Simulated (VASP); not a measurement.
Runs of VASP 6.6.1 on BaTiO3. It takes space group P4mm (No. 99, tetragonal). The conventional cell has a = 4.000 Å, b = 4.000 Å, c = 4.018 Å, α = 90.00°, β = 90.00°, γ = 90.00°. Around Ba (site symmetry 4mm) lie 12 O at 2.79 to 2.88 Å. Around Ti (site symmetry 4mm) lie 6 O at 1.89 to 2.13 Å. O (site symmetry 2mm) has 2 Ti at 2.00 Å as nearest neighbours. Around O (site symmetry 4mm) lie 2 Ti at 1.89 to 2.13 Å. 

```csv
task,level,potentials or basis,cell,k mesh,cutoff (eV),smearing,ladder,GW scheme,GW iterations,cutoff of the response function,frequency points,gap on the mesh (eV),pressure (GPa),relaxed volume (Å³/atom),largest force (eV/Å)
relaxation of cell and atoms,r2SCAN,"VASP PAW PBE potentials, release 64 (Ba_sv, Ti_sv, O)",relaxed,7 × 7 × 7,600,gaussian 0.05 eV,-,-,-,-,-,2.29,0.0,13.08,0.01
relaxation of cell and atoms,revPBE+D3(BJ),"VASP PAW PBE potentials, release 64 (Ba_sv, Ti_sv, O)",relaxed,7 × 7 × 7,600,fermi-dirac 0.05 eV,-,-,-,-,-,1.92,0.0,13.08,-
band structure,BLYP,"VASP PAW PBE potentials, release 64 (Ba_sv, Ti_sv, O)",as given,7 × 7 × 7,520,fermi-dirac 0.05 eV,-,-,-,-,-,1.89,9.9,-,(b)
electron localisation function,PBE,"VASP PAW PBE potentials, release 64 (Ba_sv, Ti_sv, O)",as given,7 × 7 × 7,520,gaussian 0.02 eV,-,-,-,-,-,1.87,4.2,-,0.27
relaxation of cell and atoms,RPBE,"VASP PAW PBE potentials, release 64 (Ba_sv, Ti_sv, O)",relaxed,7 × 7 × 7,600,fermi-dirac 0.05 eV,-,-,-,-,-,1.88,-0.1,14.23,0.01
relaxation of cell and atoms,RPBE+D3(BJ),"VASP PAW PBE potentials, release 64 (Ba_sv, Ti_sv, O)",relaxed,7 × 7 × 7,600,fermi-dirac 0.05 eV,-,-,-,-,-,(a),0.1,11.61,0.01
relaxation of cell and atoms,revPBE+D3,"VASP PAW PBE potentials, release 64 (Ba_sv, Ti_sv, O)",relaxed,7 × 7 × 7,600,fermi-dirac 0.05 eV,-,-,-,-,-,1.91,0.0,13.34,-
band structure,r2SCAN,"VASP PAW PBE potentials, release 64 (Ba_sv, Ti_sv, O)",as given,8 × 8 × 8,520,gaussian 0.02 eV,gaps,-,-,-,-,2.16,1.2,-,0.30
relaxation of cell and atoms,PBE+D3(BJ),"VASP PAW PBE potentials, release 64 (Ba_sv, Ti_sv, O)",relaxed,7 × 7 × 7,600,fermi-dirac 0.05 eV,-,-,-,-,-,1.90,0.0,13.06,0.01
band structure,LDA,"VASP PAW LDA potentials, release 64 (Ba_sv, Ti_sv, O)",as given,7 × 7 × 7,520,fermi-dirac 0.05 eV,-,-,-,-,-,1.78,-6.5,-,0.36
band structure,PBEsol,"VASP PAW PBE potentials, release 64 (Ba_sv, Ti_sv, O)",as given,7 × 7 × 7,520,fermi-dirac 0.05 eV,-,-,-,-,-,1.82,-,-,-
```

Alike in all rows: no spin polarisation.

Task: Fill in the values left out.

Result: (a) 2.01; (b) 0.19.

Caveats: spin-orbit coupling is left out, which moves the levels of the heavy elements; the PAW data sets were made with another functional, which shifts forces and pressure a little (some runs); an odd mesh through Γ misses points on the zone boundary, where band edges often lie (some runs); the mesh misses the band edges, which the band path finds closer together (some runs); the volume moved by +11 % from the deposited cell, more than functionals usually miss (some runs).

A k mesh can miss the band edges, and the runs leave out spin-orbit coupling on Ba.

Not every run made on this cell is shown here.
